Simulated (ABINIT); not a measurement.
A run of ABINIT 10.8.3 (patched build):

File run.abi:

```
# Pseudopotentials
pp_dirpath "./"
pseudos "Fe.GGA_PBE-JTH.xml, O.GGA_PBE-JTH.xml"

# Structure
acell 3.0481959123 3.0481959123 3.0481959123 Angstrom
rprim
     0.0000000000     0.7071067812     0.7071067812
     0.7071067812     0.0000000000     0.7071067812
     0.7071067812     0.7071067812     0.0000000000
ntypat 2
znucl 26 8
natom 2
typat 1 2
xred
     0.0000000000     0.0000000000     0.0000000000
     0.5000000000     0.5000000000     0.5000000000

# Plane-wave basis
ecut 598.650497 eV
pawecutdg 44.0
pawxcdev 0

# k points
kptopt 1
ngkpt 8 8 8
nshiftk 1
shiftk 0.0 0.0 0.0

# Exchange and correlation
ixc 11

# Bands and occupations
nband 16
occopt 3
tsmear 0.00183747

# Spin
nsppol 2
spinat
     0.0000000000     0.0000000000     3.0000000000
     0.0000000000     0.0000000000     0.0000000000

# DFT+U
usepawu 1
lpawu 2 -1
upawu 2.0 0.0 eV
jpawu 0.5 0.0 eV

# SCF cycle
nstep 100
tolvrs 1.0e-9

# Output
iomode 3
prtwf 0
prtden 0
prteig 0
prtebands 0
```

Potentials or basis: JTH PAW PBE v2.0.

Launch:

```bash
$ abinit run.abi > log 2>&1
```

Hardware: 1 thread of Arm Neoverse V1, with other jobs on the host.

Problem. Estimate the wall time of this run.

Solution. Wall time 39 s on 1 thread of Arm Neoverse V1 (shared host), peak memory 0.12 GiB. Counts: scf iterations 19, mpi ranks 1, k points 29, bands 16, plane waves 684.
